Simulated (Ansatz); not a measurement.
## TiTe2: computed properties

These are results of DFT r2SCAN, scalar-relativistic, plane waves, PAW (Ansatz 0.2.0), not measurements.

Settings: cutoff 500 eV, Γ-centred mesh 12×12×8 on the computed 3-atom cell, Gaussian smearing of 0.10 eV; no spin polarisation.

The structure is relaxed at this level of theory with its symmetry kept. Whether it is the stable form of this composition wasn't checked.

```
Ti Te
1.0
     3.80024    0.00000    0.00000
    -1.90012    3.29111    0.00000
     0.00000    0.00000    6.89807
Ti Te
1 2
Direct
  0.00000 0.00000 0.00000
  0.66667 0.33333 0.24632
  0.33333 0.66667 0.75368
```

```json
{
  "Space group": "P-3m1 (No. 164)",
  "Volume per atom": "28.76 Å³",
  "Formation energy from the elements' standard states (uncorrected)": "-0.833 eV/atom",
  "Generalised Kohn–Sham band gap": "none (metal)",
  "Density of states at the Fermi level": "1.03 states/eV per cell",
  "Löwdin character within 0.5 eV of the Fermi level": "Ti 3d 76 %, Te 5p 20 %",
  "Bader charges (e)": "Ti (1 in the cell) 1.49, Te (2 in the cell) -0.75"
}
```

Spin-orbit coupling is left out, which matters for the bands of heavy elements.

Cost: 6 runs of about 18 core-minutes in all, on Arm Neoverse V2 (shared hosts).